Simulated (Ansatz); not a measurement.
Consider a crystal of ZrSi2 in space group P4/mmm (No. 123), with Zr on 1c; Si on 2g.

Computed with DFT PBE, scalar-relativistic, plane waves, PAW (Ansatz 0.2.0). Cutoff 420 eV, Γ-centred mesh, Gaussian smearing, no spin polarisation.

Energies over the elements count from the elements' standard structures at the same level, with no fitted energy shifts.

Question: Predict the relaxed structure.

Answer:

Space group P4/mmm (No. 123). a = 3.496 Å, b = 3.496 Å, c = 4.954 Å, α = 90.00°, β = 90.00°, γ = 90.00°
| atom | site | symmetry | x | y | z |
| --- | --- | --- | --- | --- | --- |
| Zr | 1c | 4/mmm | 0.5000 | 0.5000 | 0.0000 |
| Si | 2g | 4mm | 0.0000 | 0.0000 | 0.2586 |

Zr has 8 Si at 2.78 Å and 4 Zr at 3.50 Å; Si is surrounded by 1 Si at 2.39 Å, 1 Si at 2.56 Å and 4 Zr at 2.78 Å. Another local minimum with the same sites may exist.

Question: And its energy and gap?

Answer: The formation energy is −0.12 eV/atom. The gap on the 14×14×10 mesh of the 3-atom cell is 0 eV (a metal).

The last run used Gaussian smearing of 0.10 eV. Symmetry constrained the relaxation, so the result can be a saddle point. Another cell of ZrSi2 relaxed alike, in Cmcm (a cell as deposited in COD), lies 0.55 eV/atom lower, so this cell isn't the stable form at this level.
